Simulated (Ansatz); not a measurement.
# Ti2Co (Fd-3m) in Ansatz: a series of runs

One crystal, Ti2Co, is run at these levels: PBEsol; tasks: relaxation of cell and atoms.

All numbers are computed with Ansatz 0.2.0; they aren't measurements. Logs are shortened: lines on timing, memory, paths and dates and some standing lists are left out, and cuts for length are marked.

**1. The crystal as given**

Symmetry: Fd-3m, No. 227, cubic system. The conventional cell has a = 6.730 Å, b = 6.730 Å, c = 6.730 Å, α = 90.00°, β = 90.00°, γ = 90.00°. Around Co (site symmetry -43m) lie 12 Ti at 2.79 Å and 4 Co at 2.91 Å. Ti (site symmetry -3m) is surrounded by 6 Ti at 2.38 Å.

**2. Relaxation of cell and atoms, PBEsol, collinear spin, ferromagnetic start, target pressure 5 GPa, at which the enthalpy is minimised**

The input, input.yaml:

```yaml
crystal:
  lattice:
    - [0.0, 3.365, 3.365]
    - [3.365, 0.0, 3.365]
    - [3.365, 3.365, 0.0]
  atoms:
    - { symbol: Co, position: [0.75, 0.75, 0.75], spin: 2.0 }
    - { symbol: Co, position: [0.5, 0.5, 0.5], spin: 2.0 }
    - { symbol: Ti, position: [0.125, 0.625, 0.125], spin: 1.0 }
    - { symbol: Ti, position: [0.125, 0.125, 0.625], spin: 1.0 }
    - { symbol: Ti, position: [0.625, 0.125, 0.125], spin: 1.0 }
    - { symbol: Ti, position: [0.125, 0.125, 0.125], spin: 1.0 }
hamiltonian:
  xc: pbesol
  pseudopotentials: { kind: paw }
magnetization:
  spin_polarized: true
kpoints:
  mp_grid: { grid: [7, 7, 7] }
scf:
  occupations: { method: fermi_dirac, width: 0.05 }
output:
  forces: true
  stress: true
  eigenvalues: true
relax:
  f_tol: 0.01
  max_steps: 40
  cell: { stress_tol: 0.05, p_target: 5.0 }
```

Potentials or basis: Ansatz PAW.

Started as:

```console
ansatz run input.yaml --threads 2 --pin off --max-ram 5632MiB --backend cpu --events-out ev --progress --plain --runs-dir out
```

What it wrote:

```text
Warning: RAYON_NUM_THREADS=2 ignored (pool sized by the plan → 2); use --threads N
Engine: ansatz 0.2.0, x86_64-unknown-linux-gnu
Pseudopotentials: kind: paw
Pseudopotential: Co, paw, valence charge 17, recommended cutoff 420 eV (normal), Co.paw.azcp
Pseudopotential: Ti, paw, valence charge 12, recommended cutoff 420 eV (normal), Ti.paw.azcp
Functional definition: PBEsol
  exchange = pbesol_x
  correlation = pbesol_c
Crystal: 6 atoms, lattice volume = 76.205 Å³
Basis set: ecut = 420 eV, 1459 PW (Γ), exchange–correlation on 64×64×64 points (8 copies of the dense FFT grid, shifted against one another)
Bands: 54, of which v1, the nominal top of the filled ones, is band 41 counted from 1 (40 counted from 0)
Symmetry: 48 space group operations
Space group: Fd-3m (ITA 227), of the structure as read, at distance tolerance 4.2e-5 Å
Magnetic group: BNS 227.128 (UNI 1630), of the structure as read, at distance tolerance 4.2e-5 Å
k-points: 20 of 343
Non-local potential: Co, projectors of the file, l = 0: 3, l = 1: 2, l = 2: 3, l = 3: 1
Non-local potential: Ti, projectors of the file, l = 0: 3, l = 1: 2, l = 2: 3, l = 3: 1
PAW form: soft (Blöchl's): semilocal exchange-correlation on the pseudo side does not see the compensation charge
PAW frozen core: Co, regenerated for the run's functional, and the local potential with it (the file was generated under x = pbe(κ = 0.804, μ = 0.2195149727645171), c = pbe(β = 0.06672455060314922))
PAW frozen core: Ti, regenerated for the run's functional, and the local potential with it (the file was generated under x = pbe(κ = 0.804, μ = 0.2195149727645171), c = pbe(β = 0.06672455060314922))
PAW one-centre angular grid: Co, 590 points (default); XC on 64 Gauss nodes
PAW one-centre angular grid: Ti, 590 points (default); XC on 64 Gauss nodes
Initial density: superposition of atomic densities (chi_scale 0.1, normalization cell)
Starting moments: Σ|m| = 8 μB on 6 of 6 sites
Initial wavefunctions: pseudopotential atomic-orbital guess
Functional: x = pbesol(κ = 0.804, μ = 0.12345679012345678), c = pbesol(β = 0.046)
SCF iter   1: F=—  HF=-20073.260858 eV  |F-HF|=—  |Δ(HF+E_count)|=         —  Δρ=8.09e-2 (↑8.09e-2 ↓4.82e-2)  dr2=8.46e0  dr2_m=7.74e-1  M=5.240 μB ∫|m|=5.408 μB  β_m=0.30  ethr=3.10e-3  ⟨swp⟩=5.0  Hψ=6635  notcnv=0
Mixer restart at iter 1: flushing history
preconditioner: auto → Kerker (q_TF=auto, 2.762 Å⁻¹)  [metal: Δε(μ)=0.056 eV  Ē_g=4.986 eV  σ=0.050 eV  W_gap=0.27  n_scr=26 (ndim 8)  ℏωp=24.8 eV  f_vac=0.000  D(μ)=5.18/eV (n_scr^D=58)]
[... 147 lines left out ...]
  E_kinetic    = 2019.475120
  E_local      = -9290.451987  (includes V_loc(G=0)·N_el)
  E_nonlocal   = 953.155321
  E_hartree    = 3919.027356
  E_xc         = -707.257869
  E_vxc        = -901.721728  (∫ρ·V_xc dr)
  E_paw        = -7059.234928  (= ΣΔE_a)
  E_vpaw       = -1662.620227  (= ΣTr[D̂ρ^β])
  E_aug_tail   = 0.000591  (compensation charges beyond the density's cutoff)
  E_ewald      = -9914.539825
  E_core_change = 0.934376  (= ΣΔE_core)
  E_smearing   = -0.079897  (= −TS)
  E_closure    = 0.000000  (closes the sum)
  Σ components = -20078.971742   (vs F -20078.971742, Δ=0.00e0)
--- Forces (eV/Å), atoms counted from 1 ---
  atom   1  Co    -0.00000000    -0.00000000    -0.00000000
  atom   2  Co     0.00000000     0.00000000     0.00000000
  atom   3  Ti    -0.00000000     0.00000000     0.00000000
  atom   4  Ti    -0.00000000    -0.00000000    -0.00000000
  atom   5  Ti    -0.00000000     0.00000000     0.00000000
  atom   6  Ti    -0.00000000     0.00000000    -0.00000000
  max |Σ_I F_I| component: 3.18e-18 eV/Å
--- Stress (GPa, compression-positive) ---
        5.002341       0.000000       0.000000
        0.000000       5.002341       0.000000
        0.000000       0.000000       5.002341
  P = ⅓ Tr σ = 5.0023 GPa (50.023 kbar)
--- Band table (eV; the first three rows and the last of 40) ---
  k-point 0 ↑: bands = ["-78.9136", "-78.9109", "-42.3059", "-42.3059", "-42.3059", "-42.2941", "-42.2941", "-42.2941", "-40.2399", "-39.6597", "-39.6597", "-39.6597", "-18.1620", "-16.9446", "-16.9446", "-16.9446", "-16.5567", "-16.5567", "-15.6539", "-15.6539", "-15.6539", "-15.4349", "-15.4349", "-15.4349", "9.3807", "11.6835", "13.2058", "13.2058", "13.2058", "13.6750", "13.6750", "13.6750", "14.0139", "14.0139", "14.3614", "14.3614", "14.3614", "14.5753", "14.5753", "15.5826", "15.5826", "15.5826", "15.6941", "15.6941", "19.5620", "19.5620", "19.5620", "19.6505", "19.8190", "19.8190", "19.8190", "19.9751", "19.9751", "19.9751"]
  k-point 1 ↑: bands = ["-78.9135", "-78.9109", "-42.3060", "-42.3060", "-42.3057", "-42.2944", "-42.2939", "-42.2939", "-40.2195", "-39.6821", "-39.6598", "-39.6598", "-18.0849", "-16.9254", "-16.9093", "-16.9093", "-16.5391", "-16.5391", "-15.7005", "-15.7005", "-15.6538", "-15.5522", "-15.4489", "-15.4489", "9.6108", "11.8722", "13.2456", "13.2456", "13.2689", "13.3593", "13.7436", "13.7436", "14.0587", "14.0587", "14.4232", "14.4232", "14.4578", "14.6116", "14.6116", "15.5386", "15.6012", "15.6012", "15.7707", "15.7707", "18.7936", "19.0063", "19.0063", "19.3785", "19.5114", "19.5114", "19.5319", "19.8201", "19.8201", "20.4631"]
  k-point 2 ↑: bands = ["-78.9132", "-78.9112", "-42.3064", "-42.3064", "-42.3056", "-42.2949", "-42.2935", "-42.2935", "-40.1659", "-39.7403", "-39.6601", "-39.6601", "-17.8961", "-16.8462", "-16.8333", "-16.8333", "-16.4662", "-16.4662", "-15.8670", "-15.8473", "-15.8473", "-15.6535", "-15.4677", "-15.4677", "10.2619", "12.2647", "12.8502", "13.3392", "13.3392", "13.4224", "13.8854", "13.8854", "14.0675", "14.0675", "14.4745", "14.6002", "14.6002", "14.8095", "14.8095", "15.4159", "15.5453", "15.5453", "16.1690", "16.1690", "17.5867", "18.0448", "18.0448", "18.3400", "19.2255", "19.2255", "19.4655", "19.7878", "19.7878", "20.3441"]
  k-point 19 ↓: bands = ["-77.9566", "-77.9562", "-41.3748", "-41.3738", "-41.3667", "-41.3642", "-41.3572", "-41.3570", "-39.9894", "-39.9101", "-39.6557", "-39.6554", "-17.2780", "-17.0002", "-16.6209", "-16.5953", "-16.4116", "-16.3722", "-16.1421", "-16.1383", "-15.9253", "-15.8561", "-15.6705", "-15.5532", "12.2153", "12.4144", "13.0860", "13.4658", "14.1227", "14.1914", "14.4347", "14.4622", "14.6028", "14.7973", "14.9152", "15.0353", "15.0863", "15.3881", "15.4870", "15.6417", "15.7314", "15.8101", "16.6346", "16.7382", "16.7598", "17.2931", "17.3234", "17.8414", "18.2546", "18.5450", "18.6056", "18.7549", "19.5338", "19.6465"]
--- Relaxed structure (5 steps of the walk, 5 accepted, 2 SCFs on fresh bases) ---
  F+E_penalty+E_count = -20078.97174156 eV   max|allowed force component| = 4.819e-17 eV/Å   (the final SCF, on the basis selected at the relaxed cell)
  cell:  # Å, volume = 81.6392 Å³
    - [2.4680708284338006e-34, 3.4431526612642513, 3.4431526612642513]
    - [3.4431526612642513, 1.5445346474714757e-34, 3.4431526612642513]
    - [3.4431526612642513, 3.4431526612642513, 5.063525957689993e-34]
  atoms:
    - { symbol: Co, position: [0.7500000000000001, 0.7500000000000001, 0.7500000000000001] }
    - { symbol: Co, position: [0.5, 0.5, 0.5] }
    - { symbol: Ti, position: [0.125, 0.6250000000000002, 0.125] }
    - { symbol: Ti, position: [0.125, 0.125, 0.6250000000000002] }
    - { symbol: Ti, position: [0.6250000000000002, 0.125, 0.125] }
    - { symbol: Ti, position: [0.125, 0.125, 0.125] }
```

Run time: 53 s. Hardware: 2 threads of AMD EPYC 7R43 (Zen 3), shared host; peak memory 0.55 GiB.

What came out:

```
Free energy                                            : -20078.9717 eV
Relaxed volume                                         : 13.61 Å³/atom
Relaxed cell                                           : a = 4.869 Å, b = 4.869 Å, c = 4.869 Å, α = 60.00°, β = 60.00°, γ = 60.00°
Space group after relaxing (to 0.05 Å)                 : Fd-3m (No. 227)
Energy change on relaxing (the enthalpy is what falls) : -57.0 meV/atom
Ionic steps                                            : 7
Pressure after relaxing                                : 5.0 GPa
Band gap on the k mesh                                 : none (metal or under the smearing width)
Net moment                                             : 1.49 μB per cell
Absolute moment                                        : 2.12 μB per cell
Site moments                                           : Co +0.82; Ti +0.00 μB
```

The path:
```
step  energy change (eV)  largest force (eV/Å)  volume (Å³)
   1              0.0000                0.0000        76.21
   2             -0.2645                0.0000        79.81
   3             -0.3298                0.0000        81.38
   4             -0.3358                0.0000        81.57
   5             -0.3396                0.0000        81.57
   6             -0.3417                0.0000        81.64
   7             -0.3417                0.0000        81.64
```

Final structure:
```xyz
6
Lattice="0.0000 3.4432 3.4432 3.4432 0.0000 3.4432 3.4432 3.4432 0.0000" Properties=species:S:1:pos:R:3 pbc="T T T"
Co    5.1647    5.1647    5.1647
Co    3.4432    3.4432    3.4432
Ti    2.5824    0.8608    2.5824
Ti    2.5824    2.5824    0.8608
Ti    0.8608    2.5824    2.5824
Ti    0.8608    0.8608    0.8608
```

Caveat: the plane-wave basis is chosen anew once the cell has moved, so the energies of steps on either side of that aren't comparable; the PAW data sets come from PBE, with cores solved anew for the run's functional, which leaves a small shift of forces and pressure.

**3. Relaxation of cell and atoms, PBEsol, collinear spin, ferromagnetic start, target pressure 10 GPa, at which the enthalpy is minimised**

input.yaml, as its differences from that of step 2:

```diff
@@ -28,2 +28,2 @@
   max_steps: 40
-  cell: { stress_tol: 0.05, p_target: 5.0 }
+  cell: { stress_tol: 0.05, p_target: 10.0 }
```

Potentials or basis: Ansatz PAW.

Started as:

```console
ansatz run input.yaml --threads 2 --pin off --max-ram 5632MiB --backend cpu --events-out ev --progress --plain --runs-dir out
```

Run time: 38 s. Hardware: 2 threads of AMD EPYC 7R43 (Zen 3), shared host; peak memory 0.55 GiB.

The run converged. Its results:

```
Free energy                                            : -20078.8426 eV
Relaxed volume                                         : 13.14 Å³/atom
Relaxed cell                                           : a = 4.813 Å, b = 4.813 Å, c = 4.813 Å, α = 60.00°, β = 60.00°, γ = 60.00°
Space group after relaxing (to 0.05 Å)                 : Fd-3m (No. 227)
Energy change on relaxing (the enthalpy is what falls) : -35.4 meV/atom
Ionic steps                                            : 5
Pressure after relaxing                                : 10.0 GPa
Band gap on the k mesh                                 : none (metal or under the smearing width)
Net moment                                             : 1.19 μB per cell
Absolute moment                                        : 1.65 μB per cell
Site moments                                           : Co +0.64; Ti +0.01 μB
```

The path:
```tsv
step	energy change (eV)	largest force (eV/Å)	volume (Å³)
1	0.0000	0.0000	76.21
2	-0.1630	0.0000	78.13
3	-0.2087	0.0000	78.82
4	-0.2112	0.0000	78.86
5	-0.2126	0.0000	78.86
```

Final structure:
```
CELL_PARAMETERS angstrom
0.00000 3.40359 3.40359
3.40359 0.00000 3.40359
3.40359 3.40359 0.00000
ATOMIC_POSITIONS crystal
Co 0.75000 0.75000 0.75000
Co 0.50000 0.50000 0.50000
Ti 0.12500 0.62500 0.12500
Ti 0.12500 0.12500 0.62500
Ti 0.62500 0.12500 0.12500
Ti 0.12500 0.12500 0.12500
```

Levels at points of the mesh, in eV from the Fermi level:
Spin up:
| k point | band 40 | band 41 | band 42 | band 43 | band 44 | band 45 |
| --- | --- | --- | --- | --- | --- | --- |
| (0.00, 0.00, 0.00) | -0.15 | -0.15 | -0.15 | -0.09 | -0.09 | 3.88 |
Spin down:
| k point | band 36 | band 37 | band 38 | band 39 | band 40 | band 41 | band 42 | band 43 | band 44 | band 45 |
| --- | --- | --- | --- | --- | --- | --- | --- | --- | --- | --- |
| (0.00, 0.00, 0.00) | -0.90 | -0.79 | -0.79 | -0.79 | 0.19 | 0.19 | 0.23 | 0.23 | 0.23 | 3.84 |

Caveat: the plane-wave basis is chosen anew once the cell has moved, so the energies of steps on either side of that aren't comparable; the PAW data sets come from PBE, with cores solved anew for the run's functional, which leaves a small shift of forces and pressure.

**4. Relaxation of cell and atoms, PBEsol, collinear spin, ferromagnetic start, target pressure 20 GPa, at which the enthalpy is minimised**

input.yaml, as its differences from that of step 3:

```diff
@@ -28,2 +28,2 @@
   max_steps: 40
-  cell: { stress_tol: 0.05, p_target: 10.0 }
+  cell: { stress_tol: 0.05, p_target: 20.0 }
```

Started as:

```console
ansatz run input.yaml --threads 2 --pin off --max-ram 5632MiB --backend cpu --events-out ev --progress --plain --runs-dir out
```

Wall time 32 s (2 threads of AMD EPYC 7R43 (Zen 3), shared host); peak memory 0.54 GiB.

It converged, with:

```
Free energy                                            : -20078.4466 eV
Relaxed volume                                         : 12.43 Å³/atom
Relaxed cell                                           : a = 4.724 Å, b = 4.724 Å, c = 4.724 Å, α = 60.00°, β = 60.00°, γ = 60.00°
Space group after relaxing (to 0.05 Å)                 : Fd-3m (No. 227)
Energy change on relaxing (the enthalpy is what falls) : +30.6 meV/atom
Ionic steps                                            : 4
Pressure after relaxing                                : 20.0 GPa
Band gap on the k mesh                                 : none (metal or under the smearing width)
Net moment                                             : 0.75 μB per cell
Absolute moment                                        : 0.97 μB per cell
Site moments                                           : Co +0.38; Ti +0.01 μB
```

Step by step:
```csv
step,energy change (eV),largest force (eV/Å),volume (Å³)
1,0.0000,0.0000,76.21
2,0.1468,0.0000,74.86
3,0.1827,0.0000,74.56
4,0.1834,0.0000,74.56
```

Final structure:
```
Co Ti
1.0
     0.00000    3.34065    3.34065
     3.34065    0.00000    3.34065
     3.34065    3.34065    0.00000
Co Ti
2 4
Cartesian
  5.0110 5.0110 5.0110
  3.3407 3.3407 3.3407
  2.5055 0.8352 2.5055
  2.5055 2.5055 0.8352
  0.8352 2.5055 2.5055
  0.8352 0.8352 0.8352
```

Levels at points of the mesh, in eV from the Fermi level:
Spin up:
```csv
k point,band 39,band 40,band 41,band 42,band 43,band 44,band 45,band 46
"(0.00, 0.00, 0.00)",-1.17,-0.03,-0.03,-0.03,-0.02,-0.02,4.11,4.11
```
Spin down:
| k point | band 36 | band 37 | band 38 | band 39 | band 40 | band 41 | band 42 | band 43 | band 44 | band 45 |
| --- | --- | --- | --- | --- | --- | --- | --- | --- | --- | --- |
| (0.00, 0.00, 0.00) | -1.00 | -0.88 | -0.88 | -0.88 | 0.16 | 0.16 | 0.20 | 0.20 | 0.20 | 4.09 |

Caveat: the plane-wave basis is chosen anew once the cell has moved, so the energies of steps on either side of that aren't comparable; the PAW data sets come from PBE, with cores solved anew for the run's functional, which leaves a small shift of forces and pressure; the starting moments weren't kept.

**5. Relaxation of cell and atoms, PBEsol, collinear spin, ferromagnetic start, target pressure 30 GPa, at which the enthalpy is minimised**

input.yaml, as its differences from that of step 4:

```diff
@@ -25,2 +25,6 @@
   eigenvalues: true
+  write_density: true
+  write_potential: true
+  elf: true
+  volumetric_format: npy
 relax:
@@ -28,2 +32,2 @@
   max_steps: 40
-  cell: { stress_tol: 0.05, p_target: 20.0 }
+  cell: { stress_tol: 0.05, p_target: 30.0 }
```

Started as:

```console
ansatz run input.yaml --threads 2 --pin off --max-ram 5632MiB --backend cpu --events-out ev --progress --plain --runs-dir out
```

Wall time 50 s (2 threads of AMD EPYC 7R43 (Zen 3), shared host); peak memory 0.53 GiB.

The run converged. Its results:

```yaml
Free_energy: -20077.9336 eV
Relaxed_volume: 11.87 Å³/atom
Relaxed_cell: a = 4.653 Å, b = 4.653 Å, c = 4.653 Å, α = 60.00°, β = 60.00°, γ = 60.00°
Space_group_after_relaxing_to_0.05_Å: Fd-3m (No. 227)
Energy_change_on_relaxing_the_enthalpy_is_what_falls: +116.1 meV/atom
Ionic_steps: 5
Pressure_after_relaxing: 30.0 GPa
Band_gap_on_the_k_mesh: none (metal or under the smearing width)
Net_moment: 0.00 μB per cell
Absolute_moment: 0.00 μB per cell
```

Step by step:
```csv
step,energy change (eV),largest force (eV/Å),volume (Å³)
1,0.0000,0.0000,76.21
2,0.6163,0.0000,71.67
3,0.7042,0.0000,71.19
4,0.6942,0.0000,71.25
5,0.6964,0.0000,71.25
```

Final structure:
```
Co Ti
1.0
     0.00000    3.29035    3.29035
     3.29035    0.00000    3.29035
     3.29035    3.29035    0.00000
Co Ti
2 4
Direct
  0.75000 0.75000 0.75000
  0.50000 0.50000 0.50000
  0.12500 0.62500 0.12500
  0.12500 0.12500 0.62500
  0.62500 0.12500 0.12500
  0.12500 0.12500 0.12500
```

Levels at points of the mesh, in eV from the Fermi level:
Spin up:
```
           k point  band 39  band 40  band 41  band 42  band 43  band 44
(0.00, 0.00, 0.00)    -1.04     0.08     0.08     0.12     0.12     0.12
```
Spin down:
| k point | band 37 | band 38 | band 39 | band 40 | band 41 | band 42 | band 43 | band 44 | band 45 | band 46 |
| --- | --- | --- | --- | --- | --- | --- | --- | --- | --- | --- |
| (0.00, 0.00, 0.00) | -1.04 | -1.04 | -1.04 | 0.08 | 0.08 | 0.12 | 0.12 | 0.12 | 4.29 | 4.29 |

Caveat: the starting moments collapsed, and a magnetic state may lie lower; the plane-wave basis is chosen anew once the cell has moved, so the energies of steps on either side of that aren't comparable; the PAW data sets come from PBE, with cores solved anew for the run's functional, which leaves a small shift of forces and pressure; the starting moments weren't kept.

**6. The runs side by side**

```tsv
cell	target pressure (GPa)	gap on the mesh (eV)	pressure (GPa)	moment (μB)
relaxed to 5 GPa	5	none	5.0	1.49
relaxed to 10 GPa	10	none	10.0	1.19
relaxed to 20 GPa	20	none	20.0	0.75
```

Alike in all rows: task relaxation of cell and atoms; level PBEsol; potentials or basis Ansatz PAW; spin collinear, ferromagnetic start; k mesh 7 × 7 × 7; cutoff (eV) 420; smearing fermi-dirac 0.05 eV.

Caveats: the plane-wave basis is chosen anew once the cell has moved, so the energies of steps on either side of that aren't comparable; the PAW data sets come from PBE, with cores solved anew for the run's functional, which leaves a small shift of forces and pressure; the starting moments weren't kept (some runs).

Total energies depend on the potentials used, so only differences within one code and one set of settings carry meaning.
